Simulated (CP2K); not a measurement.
## AlN in CP2K: convergence with rel cutoff ry

The system is AlN.

```
CELL_PARAMETERS angstrom
3.08863 0.00000 0.00000
1.54432 2.67483 0.00000
1.54432 0.89161 2.52186
ATOMIC_POSITIONS crystal
Al 0.00000 0.00000 0.00000
N 0.25000 0.25000 0.25000
```

Measurements of this composition are mostly on another form, of space group No. 186.

| Property | Result |
| --- | --- |
| Program | CP2K 2026.2 |
| Task | single point |
| Functional | r2SCAN |
| Potentials or basis | POTENTIAL_UZH Al GTH-SCAN-q3, N GTH-SCAN-q5; TZVP-MOLOPT-SCAN-GTH basis |
| Density cutoff | 9184 eV |
| k mesh | 8 × 8 × 8 |
| Occupations | fermi-dirac, width 0.01 eV |
| Spin | no spin polarisation |

These are the settings of the first run; the series varies rel cutoff ry, with any setting tied to it.

Hardware: 1 thread of Intel(R) Xeon(R) Platinum 8375C CPU @ 2.90GHz (Ice Lake) (shared host).

```tsv
rel cutoff ry	energy less the tightest run, at zero smearing (meV/atom)	pressure (GPa)	SCF cycles	CPU time (s)	peak memory (GiB)
20	-2.70	-1.55	13	89	0.34
30	0.00	-2.31	13	110	0.34
40	-0.03	-2.31	13	110	0.34
50	0.00	-2.32	13	120	0.34
60	0.00	-2.32	13	120	0.34
80	0.00	-2.32	13	150	0.34
100	0.00	-2.32	13	170	0.34
```

Against the tightest run, the energy stays within 1 meV/atom from 30 on; the pressure stays within 0.1 GPa from 30 on. The tightest run that finished is the yardstick and may itself not be fully converged.

Caveat, for the tightest run too: the basis of atomic orbitals isn't converged, which shifts pressures, moduli and gaps.
